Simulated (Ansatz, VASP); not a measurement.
# Cross-check of TaOF2 between VASP and Ansatz

One calculation is typed for both programs; each brings its own data sets. How far apart do they land? The structure shown is the start of the Ansatz relaxation below; VASP solves that cell, so the two are compared at the walk's first step.

Program: Ansatz 0.2.0. Level of theory: plane waves, with VASP 6.6.1 beside it; single point at PBE. Results are calculated unless marked as measured.

## 1. The structure

The cell holds 4 atoms: 1 Ta, 2 F and 1 O. Cell: a = 3.903 Å, b = 3.227 Å, c = 29.020 Å, α = 90.0°, β = 90.0°, γ = 90.0°. Vacuum lies along c. The height across the vacuum is the one that the program set for its solve, not the one typed.

## 2. Ansatz: relaxation, PBE

Ansatz runs on its default PAW (the set named soft_2) files.

The two programs are compared at the cell with which this relaxation starts, whose forces are those of its first step.

Input file input.yaml:

```yaml
crystal:
  lattice:
    - [3.90333024, 0.0, 0.0]
    - [0.0, 3.22688675, 0.0]
    - [0.0, 0.0, 18.49512141]
  atoms:
    - { symbol: Ta, position: [0.0538655, 0.50007296, 0.5] }
    - { symbol: F, position: [0.0, 0.0, 0.42944729] }
    - { symbol: F, position: [0.0, 0.00014593, 0.57055271] }
    - { symbol: O, position: [0.5044825, 0.50007296, 0.5] }
  periodic: [true, true, false]
kpoints:
  mp_grid: { grid: [7, 8, 1] }
scf:
  occupations: { method: fermi_dirac, width: 0.05 }
hamiltonian:
  xc: pbe
  pseudopotentials: { kind: paw }
output:
  forces: true
  stress: true
relax:
  f_tol: 0.02
  max_steps: 50
  cell: {}
```

Command:

```
ansatz run input.yaml --threads 4 --pin off --max-ram 8192MiB --backend cpu --events-out ev --progress --plain --runs-dir out
```

Numbers of over 12 decimals in the logs are rounded to 6 here.

Output:

```text
Warning: crystal.periodic: the lattice vector that does not repeat stood 0.000° off the slab's normal, 18.495 Å along it as the deck builds it. The run solves the slab on a vector along the normal, 29.020 Å long, with every atom where it was (on the deck's vector they left 15.89 Å outside them, and the widest stretch free of ions among them is 1.30 Å). A fractional position that the run reports is one of the run's ce [...]
crystal.periodic: the lattice vector that does not repeat stood 0.000° off the slab's normal, 18.495 Å along it as the deck builds it. The run solves the slab on a vector along the normal, 29.020 Å long, with every atom where it was (on the deck's vector they left 15.89 Å outside them, and the widest stretch free of ions among them is 1.30 Å). A fractional position that the run reports is one of the run's cell, which [...]
Engine: ansatz 0.2.0, x86_64-unknown-linux-gnu
Pseudopotentials: kind: paw
Pseudopotential: Ta, paw, valence charge 13, recommended cutoff 420 eV (normal), Ta.paw.azcp
Pseudopotential: F, paw, valence charge 7, recommended cutoff 420 eV (normal), F.paw.azcp
Pseudopotential: O, paw, valence charge 6, recommended cutoff 420 eV (normal), O.paw.azcp
Functional definition: PBE
  parameter kappa = 0.804
  parameter beta = 0.066725
  exchange = pbe_x(kappa = kappa, mu = beta*pi^2/3)
  correlation = pbe_c(beta = beta)
Crystal: 4 atoms, lattice volume = 365.518 Å³
Basis set: ecut = 420 eV, 7251 PW (Γ), exchange–correlation on 54×48×400 points (8 copies of the dense FFT grid, shifted against one another)
Bands: 21, of which v1, the nominal top of the filled ones, is band 17 counted from 1 (16 counted from 0)
Symmetry: 2 space group operations
Space group: P2 (ITA 3), of the structure as read, at distance tolerance 7.1e-5 Å
k-points: 20 of 56 (time reversal used)
Non-local potential: Ta, projectors of the file, l = 0: 3, l = 1: 2, l = 2: 2, l = 3: 1
Non-local potential: F, projectors of the file, l = 0: 2, l = 1: 2, l = 2: 1
Non-local potential: O, projectors of the file, l = 0: 2, l = 1: 2, l = 2: 1
PAW form: soft (Blöchl's): semilocal exchange-correlation on the pseudo side does not see the compensation charge
PAW one-centre angular grid: Ta, 590 points (default); XC on 64 Gauss nodes
PAW one-centre angular grid: F, 110 points (default); XC on 64 Gauss nodes
PAW one-centre angular grid: O, 110 points (default); XC on 64 Gauss nodes
Initial density: superposition of atomic densities (neutral atoms: chi_scale 0, normalization atom), corrected by the library's trained network
Initial wavefunctions: pseudopotential atomic-orbital guess
Functional: x = pbe(κ = 0.804, μ = 0.219515), c = pbe(β = 0.066725)
SCF iter   1: F=—  HF=-12118.788679 eV  |F-HF|=—  |Δ(HF+E_count)|=         —  Δρ=4.69e-3  dr2=7.93e-2  ethr=1.77e-3  ⟨swp⟩=9.8  Hψ=2884  notcnv=0
[...]
SCF 7 converged in 5 iterations: F = -12119.342213 eV  dr2 = 3.53e-8
relax step   7: F+E_penalty+E_count = -12119.34221328 eV  Δ(F+E_penalty+E_count) = -6.350e-4 eV  max|allowed force component| = 7.454e-4 eV/Å  Δτ_max = 0.0039 Å  P = -0.014 N/m  Ω = 320.060 Å³  energy of the carried Pulay correction = +3.003e-2 eV  fix = [c, alpha, beta]  reactions: c -0.000 N/m; alpha -0.000 N/m/rad  (5 SCF iters, dr2 threshold 3.09e-7 eV, accepted)
[...]
relax step   8: F+E_penalty+E_count = -12119.33161075 eV  Δ(F+E_penalty+E_count) = +1.060e-2 eV  max|allowed force component| = 1.299e-3 eV/Å  Δτ_max = 0.0000 Å  P = -0.262 N/m  Ω = 320.060 Å³  fix = [c, alpha, beta]  reactions: c -0.000 N/m; alpha -0.000 N/m/rad  stress off target by 3.07e-1 N/m on what of the cell is left free  SCF on the basis re-selected at this cell (its energy is not comparable with the rows above)  (7 SCF iters)
[...]
relax step   9: F+E_penalty+E_count = -12119.33269525 eV  Δ(F+E_penalty+E_count) = -1.084e-3 eV  max|allowed force component| = 1.858e-4 eV/Å  Δτ_max = 0.0023 Å  P = +0.005 N/m  Ω = 318.977 Å³  energy of the carried Pulay correction = +7.579e-4 eV  fix = [c, alpha, beta]  reactions: c -0.000 N/m; alpha -0.000 N/m/rad  (5 SCF iters, dr2 threshold 1.48e-7 eV, accepted)
[...]
relax step  10: F+E_penalty+E_count = -12119.33195797 eV  Δ(F+E_penalty+E_count) = +7.373e-4 eV  max|allowed force component| = 6.126e-5 eV/Å  Δτ_max = 0.0000 Å  P = -0.008 N/m  Ω = 318.977 Å³  fix = [c, alpha, beta]  reactions: c -0.000 N/m; alpha -0.000 N/m/rad  stress off target by 1.04e-2 N/m on what of the cell is left free  SCF on the basis re-selected at this cell (its energy is not comparable with the rows above)  (7 SCF iters)
basis re-selected at this cell: Δ(F+E_penalty+E_count) = +7.373e-4 eV, ΔP = -0.013 N/m vs the last step (what re-selecting the basis moved, of the pressure what is left beyond the Pulay correction that the steps carried, after the strain that the cell walked since its last selection, with what the two solves' SCF thresholds leave and, on support functions, any second-order correction that the steps lacked; it is no m [...]
SCF converged after 7 iterations
Free energy (F): -12119.331958 eV
Harris-Foulkes:  -12119.331958 eV  (|F-HF|=1.64e-11)
Internal energy: -12119.324137 eV  (E = F + TS)
E sigma→0 (E₀):  -12119.328048 eV
Entropy (-TS):   -0.007821 eV (-1.955 meV/atom)
Fermi energy:    -5.033196 eV
--- Per-component energies (eV) ---
  E_band       = -782.508643
  E_kinetic    = 950.684782
  E_local      = -56260.998661  (includes V_loc(G=0)·N_el)
  E_nonlocal   = 208.610433
  E_hartree    = 27549.782285
  E_xc         = -449.797333
  E_vxc        = -499.959421  (∫ρ·V_xc dr)
  E_paw        = -8955.467580  (= ΣΔE_a)
  E_vpaw       = -280.417118  (= ΣTr[D̂ρ^β])
  E_aug_tail   = 0.006785  (compensation charges beyond the density's cutoff)
  E_ewald      = 24837.855151
  E_smearing   = -0.007821  (= −TS)
  E_closure    = -0.000000  (closes the sum)
  Σ components = -12119.331958   (vs F -12119.331958, Δ=0.00e0)
--- Forces (eV/Å), atoms counted from 1 ---
  atom   1  Ta    -0.00001975    -0.00000000    -0.00000000
  atom   2  F      0.00006039    -0.00001937    -0.00003919
  atom   3  F      0.00006039     0.00001937     0.00003919
  atom   4  O     -0.00004801    -0.00000000    -0.00000000
  max |Σ_I F_I| component: 5.30e-5 eV/Å
--- 2D stress c σ (N/m, compression-positive) ---
       -0.010413      -0.000000       0.000000
       -0.000000      -0.005509       0.000000
        0.000000       0.000000      -0.000000
  P = ½ c Tr σ = -0.0080 N/m
--- Relaxed structure (8 steps of the walk, 8 accepted, 2 SCFs on fresh bases) ---
  F+E_penalty+E_count = -12119.33195797 eV   max|allowed force component| = 6.126e-5 eV/Å   (the final SCF, on the basis selected at the relaxed cell)
  cell:  # Å, volume = 318.9775 Å³
    - [3.861388, 0, 0]
    - [0, 2.846598, 0]
    - [0, 0, 29.019524]
  atoms:
    - { symbol: Ta, position: [0.014590, 0.5000729625, 0.318667] }
    - { symbol: F, position: [0.014584, 7.390349582913507e-5, 0.265329] }
    - { symbol: F, position: [0.014584, 7.20215041708855e-5, 0.372005] }
    - { symbol: O, position: [0.514589, 0.5000729625, 0.318667] }
```

In the SCF lines HF is the Harris–Foulkes energy and dr2 the Hartree energy of the density residual, in eV; the loop may stop once dr2 is under the threshold and the program's other checks hold. Hψ counts applications of the Hamiltonian.

## 3. VASP: single point, PBE, start cell

The same cell, functional, mesh and smearing now go to VASP, with its own data sets.

Lines of VASP's logs that name or quote its potential files are left out, and so is its time.

Input file INCAR:

```
SYSTEM = TaOF2
PREC = Accurate
ENCUT = 520
EDIFF = 1E-06
NELM = 120
ISMEAR = -1
SIGMA = 0.05
LREAL = .FALSE.
ALGO = Normal
GGA = PE
NBANDS = 21
LASPH = .TRUE.
LORBIT = 11
LWAVE = .FALSE.
LCHARG = .FALSE.
ISIF = 2
LDIPOL = .TRUE.
IDIPOL = 3
DIPOL = 0.5 0.5 0.319
LVHAR = .TRUE.
GGA_COMPAT = .FALSE.
NELMDL = -8
```

Input file POSCAR:

```
TaOF2
1.0
    3.9033300000      0.0000000000      0.0000000000
    0.0000000000      3.2268870000      0.0000000000
    0.0000000000      0.0000000000     29.0195240000
Ta F O
1 2 1
Direct
    0.0538655456      0.5000729806      0.3186668741
    0.0000000000      0.0000000000      0.2737012502
    0.0000000000      0.0001459611      0.3636324979
    0.5044825828      0.5000729806      0.3186668741
```

Input file KPOINTS:

```
Automatic mesh
0
Gamma
7 8 1
0 0 0
```

Potentials, in the order of the species: Ta_pv, F and O (PBE family, release 64).

Command:

```
mpirun -np 1 vasp_std
```

Output:

```text
[banner, memory and clock lines left out]
running    1 mpi-ranks, on    1 nodes
 distrk:  each k-point on    1 cores,    1 groups
 distr:  one band on    1 cores,    1 groups

 POSCAR found type information on POSCAR TaF O
 POSCAR found :  3 types and       4 ions
 LDA part: xc-table for (Slater+PW92), standard interpolation
 POSCAR, INCAR and KPOINTS ok, starting setup
 FFT: planning ... GRIDC
 FFT: planning ... GRID_SOFT
 FFT: planning ... GRID
 WAVECAR not read
 entering main loop
       N       E                     dE             d eps       ncg     rms          rms(c)
DAV:   1     0.297684356240E+03    0.29768E+03   -0.13205E+04  1016   0.107E+03
DAV:   2     0.110928471151E+02   -0.28659E+03   -0.27576E+03  1273   0.263E+02
DAV:   3    -0.344677605960E+02   -0.45561E+02   -0.44941E+02  1028   0.118E+02
DAV:   4    -0.356445819667E+02   -0.11768E+01   -0.11265E+01  1145   0.202E+01
DAV:   5    -0.356620556162E+02   -0.17474E-01   -0.17296E-01  1060   0.201E+00
DAV:   6    -0.356624638916E+02   -0.40828E-03   -0.40782E-03  1122   0.234E-01
DAV:   7    -0.356624766672E+02   -0.12776E-04   -0.12774E-04  1118   0.341E-02
DAV:   8    -0.356624773862E+02   -0.71899E-06   -0.71873E-06  1086   0.600E-03    0.293E+01
DAV:   9    -0.308920535898E+02    0.47704E+01   -0.23415E+01  1023   0.394E+01    0.120E+01
DAV:  10    -0.308049741273E+02    0.87079E-01   -0.16638E+00   963   0.962E+00    0.750E+00
DAV:  11    -0.307567747824E+02    0.48199E-01   -0.27797E-01  1060   0.492E+00    0.124E+00
DAV:  12    -0.307510189274E+02    0.57559E-02   -0.25269E-02  1014   0.143E+00    0.211E-01
DAV:  13    -0.307505600376E+02    0.45889E-03   -0.39033E-03  1094   0.530E-01    0.121E-01
DAV:  14    -0.307504528994E+02    0.10714E-03   -0.43046E-04  1091   0.180E-01    0.306E-02
[...]
DAV:  19    -0.307509159700E+02   -0.38581E-04   -0.21012E-06   982   0.928E-03    0.186E-03
DAV:  20    -0.307509663726E+02   -0.50403E-04   -0.21744E-06   901   0.522E-03    0.107E-03
DAV:  21    -0.307510038714E+02   -0.37499E-04   -0.13119E-06   808   0.393E-03    0.703E-04
DAV:  22    -0.307510202188E+02   -0.16347E-04   -0.89132E-07   846   0.291E-03    0.342E-04
DAV:  23    -0.307510265032E+02   -0.62844E-05   -0.20281E-07   662   0.146E-03    0.188E-04
DAV:  24    -0.307510292915E+02   -0.27883E-05   -0.12373E-07   648   0.996E-04    0.154E-04
DAV:  25    -0.307510310406E+02   -0.17491E-05   -0.74653E-08   648   0.694E-04    0.732E-05
DAV:  26    -0.307510314717E+02   -0.43113E-06   -0.37283E-08   675   0.499E-04
   1 F= -.30751031E+02 E0= -.30743242E+02  d E =-.155798E-01
```

Parts of OUTCAR (step 3):

```text
ion  position               nearest neighbor table
   1  0.054  0.500  0.319-   4 1.76   3 2.09   2 2.09   3 2.09   2 2.09   4 2.14
   2  0.000  0.000  0.274-   1 2.09   1 2.09
   3  0.000  0.000  0.364-   1 2.09   1 2.09
   4  0.504  0.500  0.319-   1 1.76   1 2.14

  LATTYP: Found a simple orthorhombic cell.
 ALAT       =     3.2268870000
 B/A-ratio  =     1.2096271112
 C/A-ratio  =     8.9930400414

 Subroutine GETGRP returns: Found  2 space group operations
 (whereof  1 operations were pure point group operations)

The static configuration has the point symmetry C_1 .
 The point group associated with its full space group is C_2 .

 Found     20 irreducible k-points:

   k-points           NKPTS =     20   k-points in BZ     NKDIM =     20   number of bands    NBANDS=     21

   dimension x,y,z NGX =    30 NGY =   24 NGZ =  216
   dimension x,y,z NGXF=    60 NGYF=   48 NGZF=  432

   ENCUT  =  520.0 eV  38.22 Ry    6.18 a.u.   7.26  6.00 53.96*2*pi/ulx,y,z

   NELECT =      31.0000    total number of electrons

 k-points in reciprocal lattice and weights: Automatic mesh
   0.00000000  0.00000000  0.00000000       0.018
   0.14285714  0.00000000  0.00000000       0.036
   0.28571429  0.00000000  0.00000000       0.036
   0.42857143  0.00000000  0.00000000       0.036
   0.00000000  0.12500000  0.00000000       0.036
   0.14285714  0.12500000  0.00000000       0.071
   0.28571429  0.12500000  0.00000000       0.071
   0.42857143  0.12500000  0.00000000       0.071
   0.00000000  0.25000000  0.00000000       0.036
[...]
0.28571429  0.50000000  0.00000000       0.036
   0.42857143  0.50000000  0.00000000       0.036

 dipolmoment           0.000000      0.000000      0.000002 electrons x Angstroem

 average (electrostatic) potential at core
       1 -48.0741       2 -85.3490       3 -85.3490       4 -80.1699

 E-fermi :  -2.6155

 k-point     1 :       0.0000    0.0000    0.0000
  band No.  band energies     occupation
    ...
     12      -9.7636      2.00000
     13      -8.0484      2.00000
     14      -7.5309      2.00000
     15      -7.4285      2.00000
     16      -3.1337      1.99994
     17      -2.0905      0.00006
     18      -2.0338      0.00002
     19      -1.1107      0.00000
     20       0.5664      0.00000
     21       1.0937      0.00000

 k-point     2 :       0.1429    0.0000    0.0000
  band No.  band energies     occupation
    ...
     12      -9.7593      2.00000
     13      -8.3606      2.00000
     14      -8.0113      2.00000
     15      -7.6537      2.00000
     16      -3.1118      1.99990
     17      -1.6465      0.00000
     18      -1.6375      0.00000
     19      -0.9381      0.00000
     20       0.7559      0.00000
     21       1.2999      0.00000

 k-point     3 :       0.2857    0.0000    0.0000
  band No.  band energies     occupation
    ...
     12      -9.7511      2.00000
     13      -9.6358      2.00000
     14      -8.0730      2.00000
     15      -7.9728      2.00000
     16      -3.0569      1.99971
     17      -0.7002      0.00000
     18      -0.6582      0.00000
     19      -0.4792      0.00000
     20       1.3084      0.00000
     21       1.8625      0.00000

  Total        4.4151496      0.0159031      1.5390222      0.0000000     -0.0061195      0.0000000
  in kB       19.3529285      0.0697079      6.7459973      0.0000000     -0.0268234      0.0000000
  external PRESSURE =       8.7228779 kB  Pullay stress =       0.0000000 kB

  energy-cutoff  :      520.00
  volume of cell :      365.52
      direct lattice vectors                 reciprocal lattice vectors
     3.903330000  0.000000000  0.000000000     0.256191508  0.000000000  0.000000000
     0.000000000  3.226887000  0.000000000     0.000000000  0.309896194  0.000000000
     0.000000000  0.000000000 29.019524000     0.000000000  0.000000000  0.034459559

 POSITION                                       TOTAL-FORCE (eV/Angst)
 -----------------------------------------------------------------------------------
      0.21026      1.61368      9.24756        -2.657249      0.000000      0.000000
      0.00000      0.00000      7.94268        -0.102967      0.002334     -0.633630
      0.00000      0.00047     10.55244        -0.102967     -0.002334      0.633630
      1.96916      1.61368      9.24756         2.863183      0.000000      0.000000
 -----------------------------------------------------------------------------------
    total drift:                               -0.000948     -0.000006     -0.000115

  FREE ENERGIE OF THE ION-ELECTRON SYSTEM (eV)
  ---------------------------------------------------
  free  energy   TOTEN  =       -30.7510314717 eV

  energy  without entropy=      -30.7354516514  energy(sigma->0) =      -30.74324156

 vacuum level on the upper side and lower side of the slab         1.156         1.156

 total charge
# of ion       s       p       d       tot
------------------------------------------
    1        0.303   6.256   2.294   8.853
    2        1.740   4.358   0.000   6.099
    3        1.740   4.358   0.000   6.099
    4        1.580   3.525   0.000   5.105
--------------------------------------------------
tot          5.365  18.497   2.294  26.156

[... 3 further parts left out ...]
```

This run has no spin polarisation. Its electron count is odd, so without a moment it is a metal by construction.

## 4. Comparison

Known differences besides the potentials themselves: Ansatz cuts the interaction across the vacuum, VASP repeats the sheet with a dipole correction; the data sets hold 33 valence electrons in Ansatz (on its default PAW (the set named soft_2) files) and 31 in VASP; the cutoff is 420 eV in Ansatz and 520 eV in VASP. Total energies have different zeros and are not compared.

Forces (eV/Å; atoms numbered as in POSCAR):

```csv
atom,"Ansatz x, y, z","VASP x, y, z"
Ta1,"-2.432, 0.000, 0.000","-2.657, 0.000, 0.000"
F2,"-0.095, 0.002, -0.575","-0.103, 0.002, -0.634"
F3,"-0.095, -0.002, 0.575","-0.103, -0.002, 0.634"
O4,"2.623, 0.000, 0.000","2.863, 0.000, 0.000"
```

The forces differ by 98 meV/Å r.m.s., which is 8.5 % of the r.m.s. force of 1.158 eV/Å (both taken over all components). With vacuum in the cell, a pressure given here is an average over mostly empty space and none of the material.

## 5. Outcome

| Quantity | Value |
| --- | --- |
| r.m.s. force difference (single point, PBE, start cell) | 8.5 % of the r.m.s. force |

What this shows: The r.m.s. force difference is 8.5 % of the r.m.s. force (single point, PBE, start cell), beyond the 3 % picked in this series as the mark of a large difference. The data sets hold unlike numbers of valence electrons (33 in Ansatz and 31 in VASP), so part of the differences comes from the potentials. What causes the difference of the single point, PBE, start cell pair stays open here. 1 further run of this series is not shown here. How closely two codes agree says nothing of how well the functional describes the real material.

[Lines on the potential files, build, host, timing and source positions are cut from VASP's logs without a mark.]

[Logs are printed without paths, hosts, clocks, repeated set-up lines and the standing remarks that a program may print on its own settings, such as how far it seeks lower states.]

[Hosts, paths, dates, database ids (printed as entryN), source tags and the programs' standing remarks are cut or masked in the printed files.]
